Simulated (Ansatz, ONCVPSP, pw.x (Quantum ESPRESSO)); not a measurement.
**What a changed setting does to a pw.x run (bcc Zn)**

Potential: optimised norm-conserving Vanderbilt (ONCV), ONCVPSP 4.0.1.1 (patched build), PBE; core [Ar], reference 3d10 4s2; waves: 4s: rc 2.15 bohr, ncon 5, nbas 9, qcut 3 1/bohr, 2 projectors, debl 3.8 Ha; p scattering state at 0.03 Ha: rc 2.30 bohr, ncon 4, nbas 9, qcut 3.4 1/bohr, 2 projectors, debl 2.9 Ha; 3d: rc 1.55 bohr, ncon 3, nbas 8, qcut 11.4 1/bohr, 2 projectors, debl 0.3 Ha; local part: polynomial inside 1.20 bohr (lpopt 4, dvloc0 1 Ha); core correction: polynomial model core, fcfact 0.18. In the p channel the program set the typed energies aside and used 0.050, 2.950 Ha. In the d channel the program set the typed energies aside and used -0.373, 0.250 Ha.

The reference run (k-mesh 15³, cutoffs 125/500 Ry, Fermi–Dirac 0.01 Ry, mixing_beta 0.4, conv_thr 1e-9, no spin) gives 0.95 GPa at 15.229 Å³/atom, where all-electron LAPW gives 0.67 GPa. This run, with its own iteration cap, changes electron_maxstep to 6, a wrong or extreme entry chosen on purpose.

```
&control
  calculation='scf', prefix='x', pseudo_dir='./', outdir='./tmp', tstress=.true., disk_io='none'
/
&system
  ibrav=0, nat=1, ntyp=1, ecutwfc=125, ecutrho=500, nbnd=14,
  occupations='smearing', smearing='fd', degauss=0.01
/
&electrons
  conv_thr=1e-09, mixing_beta=0.4, electron_maxstep=6
/
ATOMIC_SPECIES
Zn 1.0 Zn.UPF
CELL_PARAMETERS angstrom
  -1.56148254 1.56148254 1.56148254
  1.56148254 -1.56148254 1.56148254
  1.56148254 1.56148254 -1.56148254
ATOMIC_POSITIONS crystal
Zn 0.0000 0.0000 0.0000
K_POINTS automatic
15 15 15 0 0 0
```

```bash
pw.x < Zn.scf.in > Zn.scf.out
```

**Question.** How does the run end?

**Answer.** It does not reach self-consistency within its iteration cap.

```
Message from routine setup:
     using ibrav=0 with symmetry is DISCOURAGED, use correct ibrav instead
     lattice parameter (alat)  =       5.1109  a.u.
     unit-cell volume          =     102.7704 (a.u.)^3
     number of electrons       =        12.00
     number of Kohn-Sham states=           14
     kinetic-energy cutoff     =     125.0000  Ry
     charge density cutoff     =     500.0000  Ry
     scf convergence threshold =      1.0E-09
     Exchange-correlation= PBE
     number of k points=   120  Fermi-Dirac smearing, width (Ry)=  0.0100
     iteration #  1     ecut=   125.00 Ry     beta= 0.40
     total energy              =    -120.94813219 Ry
     estimated scf accuracy    <       0.02674312 Ry
     iteration #  2     ecut=   125.00 Ry     beta= 0.40
     total energy              =    -120.95351897 Ry
     estimated scf accuracy    <       0.00136060 Ry
     iteration #  3     ecut=   125.00 Ry     beta= 0.40
     total energy              =    -120.95353483 Ry
     estimated scf accuracy    <       0.00049247 Ry
     iteration #  4     ecut=   125.00 Ry     beta= 0.40
     total energy              =    -120.95355086 Ry
     estimated scf accuracy    <       0.00000333 Ry
     iteration #  5     ecut=   125.00 Ry     beta= 0.40
     total energy              =    -120.95355170 Ry
     estimated scf accuracy    <       0.00000107 Ry
     iteration #  6     ecut=   125.00 Ry     beta= 0.40
     total energy              =    -120.95355195 Ry
     estimated scf accuracy    <       0.00000021 Ry
     convergence NOT achieved after   6 iterations: stopping
     Message from routine punch:
     Nothing written, as per user request (disk_io='none')
```

The run took about 78 s on one core of a shared host (Neoverse-N1, 64 threads, 124 GiB, load 60).
